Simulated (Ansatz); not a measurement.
Here is an Ansatz 0.2.0 calculation.

input.yaml

```yaml
crystal:
  lattice:
    - [0.0, 2.3656004428, 3.9098401324]
    - [2.1922454667, 0.0, 3.9098401324]
    - [2.1922454667, 2.3656004428, 0.0]
  atoms:
    - { symbol: I, position: [0.0, 0.0, 0.0] }
hamiltonian:
  xc: pbesol
  pseudopotentials: { kind: paw }
kpoints:
  mp_grid: { grid: [9, 9, 9] }
scf:
  occupations: { method: fermi_dirac, width: 0.05 }
output:
  forces: true
  stress: true
  eigenvalues: true
relax:
  f_tol: 0.01
  max_steps: 40
  cell: { stress_tol: 0.05, p_target: 5.0 }
```

Potentials or basis: Ansatz PAW.

Command:

```sh
$ ansatz run input.yaml --threads 2 --pin off --max-ram 5632MiB --backend cpu --events-out ev --progress --plain --runs-dir out
```

(1) Predict the relaxed cell.

(2) What does it give for the space group after relaxing (to 0.05 Å)?

(3) Estimate the band gap on the k mesh.

(4) Estimate the relaxed volume.

Results:

(1) a = 3.874 Å, b = 3.873 Å, c = 3.094 Å, α = 66.48°, β = 66.44°, γ = 47.08°.

(2) I4/mmm (No. 139).

(3) none (metal or under the smearing width).

(4) 30.60 Å³/atom.

Caveat: the volume moved by over 15 % at a fixed basis, so the end points are rough; an odd number of electrons without spin polarisation forces a metal; a magnetic or distorted state may lie lower; the PAW data sets come from PBE, with cores solved anew for the run's functional, which leaves a small shift of forces and pressure.
